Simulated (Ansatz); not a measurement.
# BaS: the crystal squeezed far, part 2 of 2

Aim: compress BaS step by step, far beyond the usual range, and follow pressure and electronic structure. Methods of the runs shown: PAW. Its runs: atoms relaxed at the given volume (PAW); volume scaled by 1 (PAW); atoms relaxed at 0.9 of the volume (PAW); volume scaled by 0.9 (PAW); atoms relaxed at 0.7 of the volume (PAW); volume scaled by 0.7 (PAW); atoms relaxed at 0.55 of the volume (PAW); volume scaled by 0.55 (PAW).

Ansatz 0.2.0; DFT LDA; a Materials Project cell.

## (5) Volume scaled by 0.9, PAW

input.yaml

```yaml
crystal:
  lattice:
    - [0.0, 3.1143555674, 3.1143555674]
    - [3.1143555674, 0.0, 3.1143555674]
    - [3.1143555674, 3.1143555674, 0.0]
  atoms:
    - { symbol: Ba, position: [0.0, 0.0, 0.0] }
    - { symbol: S, position: [0.5, 0.5, 0.5] }
kpoints:
  mp_grid: { grid: [8, 8, 8] }
  band_path:
    path:
      - [0.0, 0.0, 0.0]
      - [0.5, 0.0, 0.5]
      - [0.625, 0.25, 0.625]
      - [0.375, 0.375, 0.75]
      - [0.0, 0.0, 0.0]
      - [0.5, 0.5, 0.5]
      - [0.5, 0.25, 0.75]
      - [0.5, 0.0, 0.5]
    npoints: 6
scf:
  occupations: { method: fermi_dirac, width: 0.03 }
hamiltonian:
  xc: lda
  pseudopotentials: { kind: paw }
output:
  forces: true
  stress: true
  eigenvalues: true
  populations: true
  write_density: true
  write_potential: true
  elf: true
  volumetric_format: npy
```

Run with:

```bash
$ ansatz run input.yaml --threads 1 --pin off --max-ram 2048MiB --backend cpu --events-out ev --progress --plain --runs-dir out
```

The log of the run, shortened:

```text
[...]
Pseudopotentials: kind: paw
Pseudopotential: Ba, paw, valence charge 10, recommended cutoff 420 eV (normal)
Pseudopotential: S, paw, valence charge 6, recommended cutoff 420 eV (normal)
Functional definition: SPW92
[...]
Crystal: 2 atoms, lattice volume = 60.414 Å³
Basis set: ecut = 420 eV, 1243 PW (Γ)
Bands: 12, of which v1, the nominal top of the filled ones, is band 8 counted from 1 (7 counted from 0)
Symmetry: 48 space group operations
Space group: Fm-3m (ITA 225), of the structure as read, at distance tolerance 3.9e-5 Å
k-points: 29 of 512
[...]
SCF iter   1: F=—  HF=-6653.464299 eV  |F-HF|=—  |Δ(HF+E_count)|=         —  Δρ=5.60e-3  dr2=3.14e-2  ethr=1.77e-3  ⟨swp⟩=9.7  Hψ=2924  notcnv=0
[...]
SCF iter   6: F=-6653.454746 eV  HF=-6653.454746 eV  |F-HF|=7.40e-9  |Δ(HF+E_count)|=   5.22e-9  Δρ=3.84e-6  dr2=1.28e-8  ethr=6.25e-10  ⟨swp⟩=9.1  Hψ=2691  notcnv=0
[...]
NSCF: frozen V_eff on 43 k-points
SCF converged after 6 iterations
Free energy (F): -6653.454746 eV
[...]
E sigma→0 (E₀):  -6653.454746 eV
Fermi energy:    7.227526 eV
[...]
--- Forces (eV/Å), atoms counted from 1 ---
  atom   1  Ba     0.00000000    -0.00000000    -0.00000000
  atom   2  S      0.00000000    -0.00000000    -0.00000000
[...]
--- Stress (GPa, compression-positive) ---
        1.089565      -0.000000       0.000000
       -0.000000       1.089565      -0.000000
        0.000000      -0.000000       1.089565
  P = ⅓ Tr σ = 1.0896 GPa (10.896 kbar)
--- Band table (eV; the first three rows and the last of 29) ---
  k-point 0: bands = ["-19.4501", "-4.4400", "-4.4400", "-4.4400", "-4.0889", "6.2795", "6.2795", "6.2795", "10.0584", "10.0979", "10.0979", "10.0979"]
[...]
--- Löwdin populations: 2 sites ---
  site symbol       q [e]
     0     Ba      8.4060
     1      S      7.2848
  spilling = 0.019326 (of n_electrons = 16.000000)
```

Run time: 1.4 s. Hardware: 1 thread of Intel Xeon 6975P-C (Granite Rapids), shared host; peak memory 0.35 GiB.

Result: pressure 1.09 GPa; gap 1.88 eV, indirect from Γ to X.

The fields are shown in the conventional cell of this run's space group, carried over from its grid by interpolation.

Density in a lattice plane of the grid's cell (edges 6.23 and 6.23 Å, at 0.000 of the third edge), which holds Ba and S.

Ten even steps from '0' (0.02 e/Å³) to '9' (1.36 e/Å³):
```
479841113576467531114897
998521012367876321012589
664210001134443110001246
221000000011211000000012
110000000001110000000001
211000000012221000000011
443110001246664210001134
876321012589998521012367
467531114897479841113576
037631125983138952113673
467531114897479841113576
876321012589998521012367
443110001246664210001134
211000000012221000000011
110000000001110000000001
221000000011211000000012
664210001134443110001246
998521012367876321012589
479841113576467531114897
138952113673037631125983
```
Columns run along the first of these edges and rows up along the second, over one cell in 24 and 20 even steps from the bottom left corner. Atoms in the plane (fractional): Ba at (0.00, 0.00), Ba at (0.50, 0.50), S at (0.00, 0.50), S at (0.50, 0.00).

ELF in the same plane.

Ten even steps from ' ' (0.00) to '@' (0.87):
```
..--##@@%%--..++@@@@%%++::++%%@@@@++..--%%@@##--
%%@@@@@@**::..==%%@@@@@@%%@@@@@@%%==..::**@@@@@@
@@@@@@##--..  --##%%@@@@@@@@@@%%##--  ..--##@@@@
++==--::      ..==++**********++==..      ::--==
........          ..............          ......
******++==..      ::--==++==--::      ..==++****
@@@@@@%%##--  ..--##@@@@@@@@@@##--..  --##%%@@@@
%%@@@@@@%%==..::**@@@@@@%%@@@@@@**::..==%%@@@@@@
::++%%@@@@++..--%%@@##--..--##@@%%--..++@@@@%%++
  ..##@@@@++..==%%@@++      ++@@%%==..++@@@@##..
::++%%@@@@++..--%%@@##--..--##@@%%--..++@@@@%%++
%%@@@@@@%%==..::**@@@@@@%%@@@@@@**::..==%%@@@@@@
@@@@@@%%##--  ..--##@@@@@@@@@@##--..  --##%%@@@@
******++==..      ::--==++==--::      ..==++****
........          ..............          ......
++==--::      ..==++**********++==..      ::--==
@@@@@@##--..  --##%%@@@@@@@@@@%%##--  ..--##@@@@
%%@@@@@@**::..==%%@@@@@@%%@@@@@@%%==..::**@@@@@@
..--##@@%%--..++@@@@%%++::++%%@@@@++..--%%@@##--
    ++@@%%==..++@@@@##..  ..##@@@@++..==%%@@++  
```
Columns run along the first of these edges and rows up along the second, over one cell in 24 and 20 even steps from the bottom left corner. Atoms in the plane (fractional): Ba at (0.00, 0.00), Ba at (0.50, 0.50), S at (0.00, 0.50), S at (0.50, 0.00).

Both are smooth fields of the valence electrons: close to the nuclei they are not physical.

Maxima of ELF outside the ion cores: 0.86 in the shell around S, 0.9 Å from S.

## (6) Atoms relaxed at 0.7 of the volume, PAW

input.yaml

```yaml
crystal:
  lattice:
    - [0.0, 2.8640902896, 2.8640902896]
    - [2.8640902896, 0.0, 2.8640902896]
    - [2.8640902896, 2.8640902896, 0.0]
  atoms:
    - { symbol: Ba, position: [0.0, 0.0, 0.0] }
    - { symbol: S, position: [0.5, 0.5, 0.5] }
kpoints:
  mp_grid: { grid: [8, 8, 8] }
scf:
  occupations: { method: fermi_dirac, width: 0.03 }
hamiltonian:
  xc: lda
  pseudopotentials: { kind: paw }
output:
  forces: true
  stress: true
relax:
  f_tol: 0.01
  max_steps: 30
```

Run with:

```bash
$ ansatz run input.yaml --threads 1 --pin off --max-ram 2048MiB --backend cpu --events-out ev --progress --plain --runs-dir out
```

The log of the run, shortened:

```text
Warning: output.stress: scf.convergence.dr2_threshold = 1e-7 eV (the SCF's general default) is looser than the 2e-10 eV advised for a printed stress (1e-10 eV for each atom of the cell: 2). What an SCF threshold leaves in a stress goes as its square root, and in the free energy as the [...]
[... 4 set-up lines as earlier in the session ...]
[...]
Crystal: 2 atoms, lattice volume = 46.988 Å³
Basis set: ecut = 420 eV, 941 PW (Γ)
Bands: 12, of which v1, the nominal top of the filled ones, is band 8 counted from 1 (7 counted from 0)
[... 1 set-up line as earlier in the session ...]
Space group: Fm-3m (ITA 225), of the structure as read, at distance tolerance 3.6e-5 Å
k-points: 29 of 512
[...]
SCF iter   1: F=—  HF=-6652.561331 eV  |F-HF|=—  |Δ(HF+E_count)|=         —  Δρ=5.65e-3  dr2=1.96e-2  ethr=1.77e-3  ⟨swp⟩=7.6  Hψ=2778  notcnv=0
[...]
SCF iter   6: F=-6652.553131 eV  HF=-6652.553131 eV  |F-HF|=3.14e-8  |Δ(HF+E_count)|=   6.85e-7  Δρ=1.19e-5  dr2=5.70e-8  ethr=6.25e-10  ⟨swp⟩=3.0  Hψ=1499  notcnv=0
[...]
relax step   1: F+E_penalty+E_count = -6652.55313145 eV  Δ(F+E_penalty+E_count) = +0.000e0 eV  max|allowed force component| = 1.676e-30 eV/Å  Δτ_max = 0.0000 Å  (6 SCF iters, accepted)
SCF converged after 6 iterations
Free energy (F): -6652.553131 eV
[...]
E sigma→0 (E₀):  -6652.553131 eV
Entropy (-TS):   -0.000000 eV (-0.000 meV/atom)
Fermi energy:    10.094548 eV
[...]
--- Forces (eV/Å), atoms counted from 1 ---
  atom   1  Ba     0.00000000     0.00000000     0.00000000
  atom   2  S      0.00000000    -0.00000000    -0.00000000
[...]
--- Stress (GPa, compression-positive) ---
       25.267329       0.000000       0.000000
        0.000000      25.267329       0.000000
        0.000000       0.000000      25.267329
  P = ⅓ Tr σ = 25.2673 GPa (252.673 kbar)
--- Relaxed structure (1 steps of the walk, 1 accepted, 0 SCFs on fresh bases) ---
  F+E_penalty+E_count = -6652.55313145 eV   max|allowed force component| = 1.676e-30 eV/Å
  atoms:
    - { symbol: Ba, position: [0.0, 0.0, 0.0] }
    - { symbol: S, position: [0.5, 0.5, 0.5] }
```

Run time: 0.75 s. Hardware: 1 thread of Intel Xeon 6975P-C (Granite Rapids), shared host; peak memory 0.34 GiB.

Symmetry fixes every atom, so the forces vanish and nothing can move.

## (7) Volume scaled by 0.7, PAW

Changes to input.yaml since step 6:

```diff
@@ -10,2 +10,13 @@
   mp_grid: { grid: [8, 8, 8] }
+  band_path:
+    path:
+      - [0.0, 0.0, 0.0]
+      - [0.5, 0.0, 0.5]
+      - [0.625, 0.25, 0.625]
+      - [0.375, 0.375, 0.75]
+      - [0.0, 0.0, 0.0]
+      - [0.5, 0.5, 0.5]
+      - [0.5, 0.25, 0.75]
+      - [0.5, 0.0, 0.5]
+    npoints: 6
 scf:
@@ -18,4 +29,3 @@
   stress: true
-relax:
-  f_tol: 0.01
-  max_steps: 30
+  eigenvalues: true
+  populations: true
```

Run with:

```bash
$ ansatz run input.yaml --threads 1 --pin off --max-ram 2048MiB --backend cpu --events-out ev --progress --plain --runs-dir out
```

The log of the run, shortened:

```text
[...]
[... 4 set-up lines as earlier in the session ...]
[...]
Crystal: 2 atoms, lattice volume = 46.988 Å³
Basis set: ecut = 420 eV, 941 PW (Γ)
Bands: 12, of which v1, the nominal top of the filled ones, is band 8 counted from 1 (7 counted from 0)
[... 2 set-up lines as earlier in the session ...]
k-points: 29 of 512
[...]
SCF iter   1: F=—  HF=-6652.561331 eV  |F-HF|=—  |Δ(HF+E_count)|=         —  Δρ=5.65e-3  dr2=1.96e-2  ethr=1.77e-3  ⟨swp⟩=7.6  Hψ=2778  notcnv=0
[...]
SCF iter   6: F=-6652.553131 eV  HF=-6652.553131 eV  |F-HF|=3.14e-8  |Δ(HF+E_count)|=   6.85e-7  Δρ=1.19e-5  dr2=5.70e-8  ethr=6.25e-10  ⟨swp⟩=3.6  Hψ=1824  notcnv=0
[...]
NSCF: frozen V_eff on 43 k-points
SCF converged after 6 iterations
Free energy (F): -6652.553131 eV
[...]
E sigma→0 (E₀):  -6652.553131 eV
Entropy (-TS):   -0.000000 eV (-0.000 meV/atom)
Fermi energy:    10.094548 eV
[...]
--- Forces (eV/Å), atoms counted from 1 ---
  atom   1  Ba     0.00000000    -0.00000000     0.00000000
  atom   2  S      0.00000000    -0.00000000     0.00000000
[...]
--- Stress (GPa, compression-positive) ---
       25.267329      -0.000000       0.000000
        0.000000      25.267329       0.000000
       -0.000000       0.000000      25.267329
  P = ⅓ Tr σ = 25.2673 GPa (252.673 kbar)
--- Band table (eV; the first three rows and the last of 29) ---
  k-point 0: bands = ["-15.9075", "-1.4332", "-0.7543", "-0.7543", "-0.7543", "9.2642", "9.2642", "9.2642", "12.9257", "12.9257", "12.9257", "14.3146"]
[...]
--- Löwdin populations: 2 sites ---
  site symbol       q [e]
     0     Ba      8.3634
     1      S      7.2794
  spilling = 0.022325 (of n_electrons = 16.000000)
```

It took 1.1 s on 1 thread of Intel Xeon 6975P-C (Granite Rapids), shared host; peak memory 0.34 GiB.

Result: pressure 25.27 GPa; gap 0.74 eV, direct at X.

## (8) Atoms relaxed at 0.55 of the volume, PAW

input.yaml

```yaml
crystal:
  lattice:
    - [0.0, 2.6428646459, 2.6428646459]
    - [2.6428646459, 0.0, 2.6428646459]
    - [2.6428646459, 2.6428646459, 0.0]
  atoms:
    - { symbol: Ba, position: [0.0, 0.0, 0.0] }
    - { symbol: S, position: [0.5, 0.5, 0.5] }
kpoints:
  mp_grid: { grid: [8, 8, 8] }
scf:
  occupations: { method: fermi_dirac, width: 0.03 }
hamiltonian:
  xc: lda
  pseudopotentials: { kind: paw }
output:
  forces: true
  stress: true
relax:
  f_tol: 0.01
  max_steps: 30
```

Run with:

```bash
$ ansatz run input.yaml --threads 1 --pin off --max-ram 2048MiB --backend cpu --events-out ev --progress --plain --runs-dir out
```

The log of the run, shortened:

```text
Warning: output.stress: scf.convergence.dr2_threshold = 1e-7 eV (the SCF's general default) is looser than the 2e-10 eV advised for a printed stress (1e-10 eV for each atom of the cell: 2). What an SCF threshold leaves in a stress goes as its square root, and in the free energy as the [...]
[... 4 set-up lines as earlier in the session ...]
[...]
Crystal: 2 atoms, lattice volume = 36.919 Å³
Basis set: ecut = 420 eV, 725 PW (Γ)
Bands: 12, of which v1, the nominal top of the filled ones, is band 8 counted from 1 (7 counted from 0)
[... 1 set-up line as earlier in the session ...]
Space group: Fm-3m (ITA 225), of the structure as read, at distance tolerance 3.3e-5 Å
k-points: 29 of 512
[...]
SCF iter   1: F=—  HF=-6649.660964 eV  |F-HF|=—  |Δ(HF+E_count)|=         —  Δρ=9.57e-3  dr2=5.38e-2  ethr=1.77e-3  ⟨swp⟩=7.4  Hψ=2735  notcnv=0
[...]
SCF iter   6: F=-6649.641999 eV  HF=-6649.641999 eV  |F-HF|=6.52e-9  |Δ(HF+E_count)|=   1.68e-8  Δρ=7.54e-6  dr2=1.39e-8  ethr=5.84e-10  ⟨swp⟩=3.0  Hψ=1292  notcnv=0
[...]
relax step   1: F+E_penalty+E_count = -6649.64199894 eV  Δ(F+E_penalty+E_count) = +0.000e0 eV  max|allowed force component| = 7.757e-30 eV/Å  Δτ_max = 0.0000 Å  (6 SCF iters, accepted)
SCF converged after 6 iterations
Free energy (F): -6649.641999 eV
[...]
E sigma→0 (E₀):  -6649.640456 eV
Entropy (-TS):   -0.003085 eV (-1.542 meV/atom)
Fermi energy:    14.237847 eV
[...]
--- Forces (eV/Å), atoms counted from 1 ---
  atom   1  Ba    -0.00000000     0.00000000     0.00000000
  atom   2  S      0.00000000    -0.00000000    -0.00000000
[...]
--- Stress (GPa, compression-positive) ---
       72.045803       0.000000       0.000000
       -0.000000      72.045803       0.000000
        0.000000       0.000000      72.045803
  P = ⅓ Tr σ = 72.0458 GPa (720.458 kbar)
--- Relaxed structure (1 steps of the walk, 1 accepted, 0 SCFs on fresh bases) ---
  F+E_penalty+E_count = -6649.64199894 eV   max|allowed force component| = 7.757e-30 eV/Å
  atoms:
    - { symbol: Ba, position: [0.0, 0.0, 0.0] }
    - { symbol: S, position: [0.49999999999999994, 0.49999999999999994, 0.49999999999999994] }
```

Run time: 0.66 s. Hardware: 1 thread of Intel Xeon 6975P-C (Granite Rapids), shared host; peak memory 0.33 GiB.

Symmetry fixes every atom, so the forces vanish and nothing can move.

## (9) Volume scaled by 0.55, PAW

Changes to input.yaml since step 8:

```diff
@@ -10,2 +10,13 @@
   mp_grid: { grid: [8, 8, 8] }
+  band_path:
+    path:
+      - [0.0, 0.0, 0.0]
+      - [0.5, 0.0, 0.5]
+      - [0.625, 0.25, 0.625]
+      - [0.375, 0.375, 0.75]
+      - [0.0, 0.0, 0.0]
+      - [0.5, 0.5, 0.5]
+      - [0.5, 0.25, 0.75]
+      - [0.5, 0.0, 0.5]
+    npoints: 6
 scf:
@@ -18,4 +29,3 @@
   stress: true
-relax:
-  f_tol: 0.01
-  max_steps: 30
+  eigenvalues: true
+  populations: true
```

Run with:

```bash
$ ansatz run input.yaml --threads 1 --pin off --max-ram 2048MiB --backend cpu --events-out ev --progress --plain --runs-dir out
```

The log of the run, shortened:

```text
[...]
[... 4 set-up lines as earlier in the session ...]
[...]
Crystal: 2 atoms, lattice volume = 36.919 Å³
Basis set: ecut = 420 eV, 725 PW (Γ)
Bands: 12, of which v1, the nominal top of the filled ones, is band 8 counted from 1 (7 counted from 0)
[... 2 set-up lines as earlier in the session ...]
k-points: 29 of 512
[...]
SCF iter   1: F=—  HF=-6649.660964 eV  |F-HF|=—  |Δ(HF+E_count)|=         —  Δρ=9.57e-3  dr2=5.38e-2  ethr=1.77e-3  ⟨swp⟩=7.4  Hψ=2735  notcnv=0
[...]
SCF iter   6: F=-6649.641999 eV  HF=-6649.641999 eV  |F-HF|=6.52e-9  |Δ(HF+E_count)|=   1.67e-8  Δρ=7.54e-6  dr2=1.39e-8  ethr=5.84e-10  ⟨swp⟩=3.2  Hψ=1401  notcnv=0
[...]
NSCF: frozen V_eff on 43 k-points
SCF converged after 6 iterations
Free energy (F): -6649.641999 eV
[...]
E sigma→0 (E₀):  -6649.640456 eV
Entropy (-TS):   -0.003085 eV (-1.542 meV/atom)
Fermi energy:    14.237847 eV
[...]
--- Forces (eV/Å), atoms counted from 1 ---
  atom   1  Ba    -0.00000000    -0.00000000    -0.00000000
  atom   2  S      0.00000000    -0.00000000    -0.00000000
[...]
--- Stress (GPa, compression-positive) ---
       72.045802       0.000000       0.000000
        0.000000      72.045802       0.000000
       -0.000000       0.000000      72.045802
  P = ⅓ Tr σ = 72.0458 GPa (720.458 kbar)
--- Band table (eV; the first three rows and the last of 29) ---
  k-point 0: bands = ["-12.3097", "2.0964", "3.3225", "3.3225", "3.3225", "12.8913", "12.8913", "12.8913", "16.1609", "16.1609", "16.1609", "17.9031"]
[...]
--- Löwdin populations: 2 sites ---
  site symbol       q [e]
     0     Ba      8.2457
     1      S      7.1589
  spilling = 0.037215 (of n_electrons = 16.000000)
```

It took 0.93 s on 1 thread of Intel Xeon 6975P-C (Granite Rapids), shared host; peak memory 0.32 GiB.

Result: pressure 72.05 GPa; no gap.

At the corners of the path (eV, zero at the Fermi level):

```csv
point,band 5,band 6,band 7,band 8,band 9,band 10,band 11
Γ,-10.92,-1.35,-1.35,-1.35,1.92,1.92,1.92
X,-12.12,-1.12,-0.37,-0.37,0.60,5.81,8.19
U,-10.23,-2.07,-2.07,0.05,1.06,5.60,6.59
K,-10.23,-2.07,-2.07,0.05,1.06,5.60,6.59
Γ,-10.92,-1.35,-1.35,-1.35,1.92,1.92,1.92
L,-7.65,-4.56,-3.97,-3.97,5.15,6.37,6.85
W,-9.35,-3.59,-0.28,-0.28,2.67,2.67,7.80
X,-12.12,-1.12,-0.37,-0.37,0.60,5.81,8.19
```

## (10) The series in one table

```
method  volume over the first  volume (Å³/atom)  pressure (GPa)  gap (eV)  SCF cycles, all passes    time
   PAW                      1            33.563           -3.57      2.05                       6   1.4 s
   PAW                    0.9            30.207            1.09      1.88                       6   1.4 s
   PAW                    0.7            23.494           25.27      0.74                       6   1.1 s
   PAW                   0.55            18.460           72.05      none                       6  0.93 s
```

## (11) Outcome

What follows sums up all 2 parts.

```
                                  quantity     value
        PAW pressure at 0.55 of the volume  72.0 GPa
fitted bulk modulus at zero pressure (PAW)    55 GPa
                   its pressure derivative      3.67
```

**Reading.** At 0.55 of the starting volume PAW gives 72 GPa. A third-order Birch-Murnaghan curve fits the range only roughly (B₀ = 55 GPa, B′ = 3.67, misfit at most 0.32 GPa). A fit over so wide a range leans to the high pressures, so B₀ can be off by several per cent. The gap goes from 2.05 to none: pressure closes it at this level, in a cell held to this structure, which the real crystal may leave first. No all-electron run checks these rows here, and frozen cores can fail under such compression. The ions are at rest, and the electrons smeared by 0.03 eV. Spin-orbit coupling is left out, though the cell holds Ba; in elements this heavy it can shift bands and gaps by tenths of an eV.

These are semilocal Kohn-Sham gaps, which aren't the measured quantity. Such gaps usually fall short of the measured ones.
